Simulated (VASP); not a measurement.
**From an Ansatz input to VASP: CsI (CsCl)**

Ansatz input

```yaml
crystal:
  lattice:
    - [4.6081396954, 0.0, 0.0]
    - [0.0, 4.6081396954, 0.0]
    - [0.0, 0.0, 4.6081396954]
  atoms:
    - { symbol: Cs, position: [0.0, 0.0, 0.0] }
    - { symbol: I, position: [0.5, 0.5, 0.5] }
kpoints:
  mp_grid: { grid: [4, 4, 4] }
  band_path:
    path: [[0.0, 0.0, 0.0], [0.0, 0.5, 0.0], [0.5, 0.5, 0.0], [0.5, 0.5, 0.5]]
    npoints: 1
hamiltonian:
  xc: hse06
scf:
  occupations: { method: fixed }
  n_extra_bands: 4
output:
  forces: true
  stress: true
  eigenvalues: true
```

Q: Translate this input to VASP.

A: 

INCAR, step 1 (PBE orbitals to start from)

```
NELM = 120
EDIFF = 1E-5
ISMEAR = 0
LWAVE = .TRUE.
GGA = PE
LCHARG = .FALSE.
SIGMA = 0.01
PREC = Accurate
ENCUT = 520
LASPH = .TRUE.
NBANDS = 15
LREAL = .FALSE.
```

INCAR, step 2

```
ISTART = 1
AEXX = 0.25
EDIFF = 1E-7
LWAVE = .FALSE.
LCHARG = .FALSE.
LASPH = .TRUE.
ALGO = Normal
NELM = 120
ISIF = 2
HFSCREEN = 0.2079
NBANDS = 15
NSW = 0
SIGMA = 0.01
LHFCALC = .TRUE.
ENCUT = 520
PREC = Accurate
IBRION = -1
PRECFOCK = Fast
GGA = PE
ISMEAR = 0
LREAL = .FALSE.
```

KPOINTS

```
KPOINTS created by Atomic Simulation Environment
0
Gamma
4 4 4
0 0 0
```

KPOINTS_OPT

```
special points
4
Reciprocal
0.0000000000 0.0000000000 0.0000000000 1
0.0000000000 0.5000000000 0.0000000000 1
0.5000000000 0.5000000000 0.0000000000 1
0.5000000000 0.5000000000 0.5000000000 1
```

POSCAR

```
Cs I
 1.0000000000000000
     4.6081396953655354    0.0000000000000000   -0.0000000000000000
     0.0000000000000000    4.6081396953655354   -0.0000000000000000
    -0.0000000000000000   -0.0000000000000000    4.6081396953655354
 Cs  I
   1   1
Cartesian
  0.0000000000000000  0.0000000000000000 -0.0000000000000000
  2.3040698476827677  2.3040698476827677  2.3040698476827677
```

VASP ran with the recommended PBE PAW datasets (16 valence electrons in the cell). Other inputs would serve too.

```csv
,Ansatz,VASP
gap between bands v and c,4.79 eV,4.77 eV
least direct gap,4.89 eV,4.87 eV
pressure,0.2 GPa,0.2 GPa
```

Datasets and cutoffs are each program's own. VASP's cell holds 16 valence electrons and Ansatz's 26. Ansatz's stress includes a Pulay correction; VASP's doesn't.
